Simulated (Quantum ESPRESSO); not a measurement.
# GeS (Pnma) in Quantum ESPRESSO: reference runs

Aim: a first look at GeS with PBE, on the cell as given.

Program: Quantum ESPRESSO 7.5. These are calculated values, not measurements. Logs are shortened: lines on timing, memory, paths and dates and some standing lists are left out, and cuts for length are marked.

### Step 1. The structure

Symmetry: Pnma, No. 62, orthorhombic system. The conventional cell has a = 10.481 Å, b = 3.646 Å, c = 4.299 Å, α = 90.00°, β = 90.00°, γ = 90.00°. Ge (site symmetry m) is surrounded by 3 S at 2.44 to 2.45 Å. Around S (site symmetry m) lie 3 Ge at 2.44 to 2.45 Å.

### Step 2. Single point, PBE

Input file pw.in:

```
&CONTROL
  calculation = 'scf'
  prefix = 'pwscf'
  outdir = './tmp'
  pseudo_dir = './pseudo'
  tprnfor = .true.
  tstress = .true.
  disk_io = 'nowf'
/
&SYSTEM
  ibrav = 0
  nat = 8
  ntyp = 2
  ecutwfc = 55
  ecutrho = 440
  nbnd = 52
  occupations = 'smearing'
  smearing = 'fd'
  degauss = 0.00367493
/
&ELECTRONS
  conv_thr = 1.6d-09
  electron_maxstep = 120
  mixing_beta = 0.5
/
ATOMIC_SPECIES
Ge    72.6300 ge_pbe_v1.4.uspp.F.UPF
S     32.0600 s_pbe_v1.4.uspp.F.UPF
CELL_PARAMETERS angstrom
  10.4810000000    0.0000000000    0.0000000000
   0.0000000000    3.6460000000    0.0000000000
   0.0000000000    0.0000000000    4.2990000000
ATOMIC_POSITIONS crystal
Ge     0.8779000000    0.7500000000    0.8723000000
Ge     0.6221000000    0.2500000000    0.3723000000
Ge     0.3779000000    0.7500000000    0.6277000000
Ge     0.1221000000    0.2500000000    0.1277000000
S      0.1505000000    0.7500000000    0.4977000000
S      0.3495000000    0.2500000000    0.9977000000
S      0.6505000000    0.7500000000    0.0023000000
S      0.8495000000    0.2500000000    0.5023000000
K_POINTS automatic
3 7 6 0 0 0
```

Potentials or basis: SSSP 1.3 efficiency PBE.

Command:

```console
$ OMP_NUM_THREADS=1 mpirun -n 2 pw.x -nk 2 -in pw.in > pw.out
```

pw.out:

```text
This program is part of the open-source Quantum ESPRESSO suite
     for quantum simulation of materials; please cite
         "P. Giannozzi et al., J. Phys.:Condens. Matter 21 395502 (2009);
         "P. Giannozzi et al., J. Phys.:Condens. Matter 29 465901 (2017);
         "P. Giannozzi et al., J. Chem. Phys. 152 154105 (2020);
     in publications or presentations arising from this work. More details at

     Message from routine setup:
     using ibrav=0 with symmetry is DISCOURAGED, use correct ibrav instead

     K-points division:     npool     =       2
     Subspace diagonalization in iterative solution of the eigenvalue problem:
     a serial algorithm will be used

     G-vector sticks info
     --------------------
     sticks:   dense  smooth     PW     G-vecs:    dense   smooth      PW
     Sum        4763    2393    691               172685    61067    9523

     Using Slab Decomposition

     bravais-lattice index     =            0
     lattice parameter (alat)  =      19.8062  a.u.
     unit-cell volume          =    1108.6218 (a.u.)^3
     number of atoms/cell      =            8
     number of atomic types    =            2
     number of electrons       =        80.00
     number of Kohn-Sham states=           52
     kinetic-energy cutoff     =      55.0000  Ry
     charge density cutoff     =     440.0000  Ry
     scf convergence threshold =      1.6E-09
     mixing beta               =       0.5000
     number of iterations used =            8  plain     mixing
     Exchange-correlation=  SLA  PW   PBX  PBC
                           (   1   4   3   4   0   0   0)

     celldm(1)=  19.806220  celldm(2)=   0.000000  celldm(3)=   0.000000
     celldm(4)=   0.000000  celldm(5)=   0.000000  celldm(6)=   0.000000

     crystal axes: (cart. coord. in units of alat)
               a(1) = (   1.000000   0.000000   0.000000 )
               a(2) = (   0.000000   0.347868   0.000000 )
               a(3) = (   0.000000   0.000000   0.410171 )

     reciprocal axes: (cart. coord. in units 2 pi/alat)
               b(1) = (  1.000000  0.000000  0.000000 )
               b(2) = (  0.000000  2.874657  0.000000 )
               b(3) = (  0.000000  0.000000  2.438009 )

     PseudoPot. # 1 for Ge read from file:
     ge_pbe_v1.4.uspp.F.UPF
     Pseudo is Ultrasoft + core correction, Zval = 14.0
     Generated by new atomic code, or converted to UPF format
     Using radial grid of  873 points,  6 beta functions with:
                l(1) =   0
                l(2) =   0
                l(3) =   1
                l(4) =   1
                l(5) =   2
                l(6) =   2
     Q(r) pseudized with  8 coefficients,  rinner =    1.400   1.400   1.400
                                                       1.400   1.400

     PseudoPot. # 2 for S  read from file:
     s_pbe_v1.4.uspp.F.UPF
     Pseudo is Ultrasoft + core correction, Zval =  6.0
     Generated by new atomic code, or converted to UPF format
     Using radial grid of  907 points,  6 beta functions with:
                l(1) =   0
                l(2) =   0
                l(3) =   1
                l(4) =   1
                l(5) =   2
                l(6) =   2
     Q(r) pseudized with  8 coefficients,  rinner =    1.300   1.300   1.300
                                                       1.300   1.300

     atomic species   valence    mass     pseudopotential
     Ge               14.00    72.63000     Ge( 1.00)
     S                 6.00    32.06000     S ( 1.00)

      8 Sym. Ops., with inversion, found ( 6 have fractional translation)

   Cartesian axes

     site n.     atom                  positions (alat units)
         1        Ge     tau(   1) = (   0.8779000   0.2609007   0.3577920  )
         2        Ge     tau(   2) = (   0.6221000   0.0869669   0.1527066  )
         3        Ge     tau(   3) = (   0.3779000   0.2609007   0.2574642  )
         4        Ge     tau(   4) = (   0.1221000   0.0869669   0.0523788  )
         5        S      tau(   5) = (   0.1505000   0.2609007   0.2041420  )
         6        S      tau(   6) = (   0.3495000   0.0869669   0.4092274  )
         7        S      tau(   7) = (   0.6505000   0.2609007   0.0009434  )
         8        S      tau(   8) = (   0.8495000   0.0869669   0.2060288  )

     number of k points=    32  Fermi-Dirac smearing, width (Ry)=  0.0037
                       cart. coord. in units 2pi/alat
        k(    1) = (   0.0000000   0.0000000   0.0000000), wk =   0.0158730
        k(    2) = (   0.0000000   0.0000000   0.4063348), wk =   0.0317460
        k(    3) = (   0.0000000   0.0000000   0.8126696), wk =   0.0317460
        k(    4) = (   0.0000000   0.0000000  -1.2190044), wk =   0.0158730
        k(    5) = (   0.0000000   0.4106653   0.0000000), wk =   0.0317460
        k(    6) = (   0.0000000   0.4106653   0.4063348), wk =   0.0634921
[... 24 lines left out ...]
        k(   31) = (   0.3333333   1.2319959   0.8126696), wk =   0.1269841
        k(   32) = (   0.3333333   1.2319959  -1.2190044), wk =   0.0634921

     Dense  grid:   172685 G-vectors     FFT dimensions: ( 144,  48,  60)

     Smooth grid:    61067 G-vectors     FFT dimensions: (  96,  36,  40)

     Check: negative core charge=   -0.000001

     Initial potential from superposition of free atoms

     starting charge      79.9964, renormalised to      80.0000
     Starting wfcs are   52 randomized atomic wfcs

     Self-consistent Calculation

     iteration #  1     ecut=    55.00 Ry     beta= 0.50
     Davidson diagonalization with overlap
     ethr =  1.00E-02,  avg # of iterations =  3.4

     Threshold (ethr) on eigenvalues was too large:
     Diagonalizing with lowered threshold

     Davidson diagonalization with overlap
     ethr =  2.72E-04,  avg # of iterations =  3.1

     total energy              =    -951.09545899 Ry
     estimated scf accuracy    <       0.21518851 Ry

     iteration #  2     ecut=    55.00 Ry     beta= 0.50
     Davidson diagonalization with overlap
     ethr =  2.69E-04,  avg # of iterations =  2.2

     total energy              =    -951.14092106 Ry
     estimated scf accuracy    <       0.03978468 Ry

     iteration #  3     ecut=    55.00 Ry     beta= 0.50
     Davidson diagonalization with overlap
     ethr =  4.97E-05,  avg # of iterations =  2.3

     total energy              =    -951.14774727 Ry
     estimated scf accuracy    <       0.00449288 Ry

     iteration #  4     ecut=    55.00 Ry     beta= 0.50
     Davidson diagonalization with overlap
     ethr =  5.62E-06,  avg # of iterations =  5.0

     total energy              =    -951.14806695 Ry
     estimated scf accuracy    <       0.00035371 Ry

     iteration #  5     ecut=    55.00 Ry     beta= 0.50
     Davidson diagonalization with overlap
     ethr =  4.42E-07,  avg # of iterations =  2.6
[... 8 lines left out ...]
     total energy              =    -951.14812784 Ry
     estimated scf accuracy    <       0.00000164 Ry

     iteration #  7     ecut=    55.00 Ry     beta= 0.50
     Davidson diagonalization with overlap
     ethr =  2.05E-09,  avg # of iterations =  2.9

     total energy              =    -951.14812846 Ry
     estimated scf accuracy    <       0.00000019 Ry

     iteration #  8     ecut=    55.00 Ry     beta= 0.50
     Davidson diagonalization with overlap
     ethr =  2.36E-10,  avg # of iterations =  2.4

     total energy              =    -951.14812850 Ry
     estimated scf accuracy    <       0.00000002 Ry

     iteration #  9     ecut=    55.00 Ry     beta= 0.50
     Davidson diagonalization with overlap
     ethr =  1.94E-11,  avg # of iterations =  3.9

     End of self-consistent calculation

          k = 0.0000 0.0000 0.0000 (  7633 PWs)   bands (ev):

   -16.8971 -16.8926 -16.8887 -16.8856 -16.8846 -16.8830 -16.8823 -16.8807
   -16.8597 -16.8592 -16.8556 -16.8528 -16.8527 -16.8516 -16.8381 -16.8353
   -16.8347 -16.8339 -16.8303 -16.8296  -7.1203  -6.7367  -5.5108  -4.8625
    -0.5313   0.0896   1.7161   2.3774   2.6244   3.4302   3.6939   3.9315
     4.0091   4.3901   5.2904   5.4407   5.8347   6.6597   6.6649   7.5047
     8.6318  10.0799  10.2823  10.5500  10.6631  10.9056  11.4665  12.2220
    13.0090  13.6409  13.7509  14.0512

          k = 0.0000 0.0000 0.4063 (  7643 PWs)   bands (ev):

   -16.8964 -16.8922 -16.8892 -16.8861 -16.8849 -16.8829 -16.8829 -16.8809
   -16.8587 -16.8581 -16.8554 -16.8529 -16.8523 -16.8519 -16.8378 -16.8352
   -16.8344 -16.8342 -16.8307 -16.8302  -6.9798  -6.6047  -5.5203  -4.9475
    -0.9589  -0.0272   1.1284   1.7284   2.4063   3.8254   4.1504   4.4702
     4.5165   4.5864   5.3167   5.8029   5.9238   6.1984   7.0945   7.3961
     8.7713   9.8870  10.3047  10.3710  10.4807  10.9305  11.4319  11.9033
    12.3158  13.0250  13.4372  13.6777

          k = 0.0000 0.0000 0.8127 (  7621 PWs)   bands (ev):

   -16.8947 -16.8909 -16.8904 -16.8873 -16.8852 -16.8841 -16.8826 -16.8815
   -16.8565 -16.8555 -16.8546 -16.8532 -16.8526 -16.8522 -16.8370 -16.8349
   -16.8346 -16.8336 -16.8317 -16.8316  -6.5897  -6.2376  -5.6591  -5.2458
    -1.3801  -0.2082  -0.1654   0.9416   2.6921   4.2559   4.5333   4.8551
     5.2867   5.2903   5.3831   5.6358   5.9110   7.0391   7.1067   7.4794
     9.0871   9.4113   9.6280  10.0835  10.2877  10.7532  11.1339  11.4505
    11.7597  12.3661  12.5325  14.0458
[... 271 lines left out ...]
          k = 0.3333 1.2320 0.8127 (  7645 PWs)   bands (ev):

   -16.8938 -16.8934 -16.8927 -16.8923 -16.8790 -16.8783 -16.8775 -16.8773
   -16.8583 -16.8582 -16.8567 -16.8563 -16.8492 -16.8488 -16.8462 -16.8461
   -16.8280 -16.8277 -16.8267 -16.8262  -5.4011  -5.3196  -5.0492  -5.0177
    -0.8426  -0.6244  -0.3832  -0.2619   2.3539   2.6756   3.0904   3.3525
     3.5158   3.8238   4.0824   4.6043   5.3938   5.9883   6.1215   6.4209
     9.8676  10.3338  10.7682  11.0065  11.1145  11.3931  11.8597  12.1080
    12.8798  13.3029  13.6809  14.1021

          k = 0.3333 1.2320-1.2190 (  7638 PWs)   bands (ev):

   -16.8942 -16.8942 -16.8930 -16.8930 -16.8787 -16.8787 -16.8775 -16.8775
   -16.8581 -16.8581 -16.8563 -16.8563 -16.8487 -16.8487 -16.8457 -16.8457
   -16.8280 -16.8280 -16.8264 -16.8264  -5.1902  -5.1902  -5.0842  -5.0842
    -0.6064  -0.6064  -0.3319  -0.3319   2.3719   2.3719   2.8480   2.8480
     3.4134   3.4134   3.9146   3.9146   5.7232   5.7232   6.2327   6.2327
    10.2465  10.2465  10.7639  10.7639  12.2060  12.2060  12.4425  12.4425
    14.1477  14.1477  14.6262  14.6263

     the Fermi energy is     8.0881 ev

!    total energy              =    -951.14812850 Ry
     estimated scf accuracy    <          6.3E-10 Ry
     smearing contrib. (-TS)   =      -0.00000004 Ry
     internal energy E=F+TS    =    -951.14812846 Ry

     The total energy is F=E-TS. E is the sum of the following terms:
     one-electron contribution =    -548.74619430 Ry
     hartree contribution      =     338.44447973 Ry
     xc contribution           =    -266.77453243 Ry
     ewald contribution        =    -474.07188147 Ry

     convergence has been achieved in   9 iterations

     Forces acting on atoms (cartesian axes, Ry/au):

     atom    1 type  1   force =     0.00408609    0.00000000    0.00455142
     atom    2 type  1   force =    -0.00408609    0.00000000    0.00455142
     atom    3 type  1   force =     0.00408609   -0.00000000   -0.00455142
     atom    4 type  1   force =    -0.00408609    0.00000000   -0.00455142
     atom    5 type  2   force =    -0.00216070    0.00000000    0.00461448
     atom    6 type  2   force =     0.00216070    0.00000000    0.00461448
     atom    7 type  2   force =    -0.00216070    0.00000000   -0.00461448
     atom    8 type  2   force =     0.00216070    0.00000000   -0.00461448

     Total force =     0.015922     Total SCF correction =     0.000106

     Computing stress (Cartesian axis) and pressure

          total   stress  (Ry/bohr**3)                   (kbar)     P=       24.11
   0.00015011   0.00000000   0.00000000           22.08        0.00        0.00
   0.00000000   0.00017497   0.00000000            0.00       25.74        0.00
   0.00000000   0.00000000   0.00016667            0.00        0.00       24.52

=------------------------------------------------------------------------------=
   JOB DONE.
=------------------------------------------------------------------------------=
```

Run time: 86 s. Hardware: 2 MPI ranks of Intel Xeon 6975P-C (Granite Rapids), shared host; peak memory 0.98 GiB.

Results:

```yaml
Free_energy: -12941.0296 eV
Pressure: 2.4 GPa
Largest_force: 0.157 eV/Å
Band_gap_on_the_k_mesh: 1.13 eV, direct
```

Forces on the atoms (eV/Å):
```
Ge   0.105  0.000  0.117
Ge  -0.105  0.000  0.117
Ge   0.105  0.000 -0.117
Ge  -0.105  0.000 -0.117
S   -0.056  0.000  0.119
S    0.056  0.000  0.119
S   -0.056  0.000 -0.119
S    0.056  0.000 -0.119
```

Caveat: an odd mesh through Γ misses points on the zone boundary, where band edges often lie.
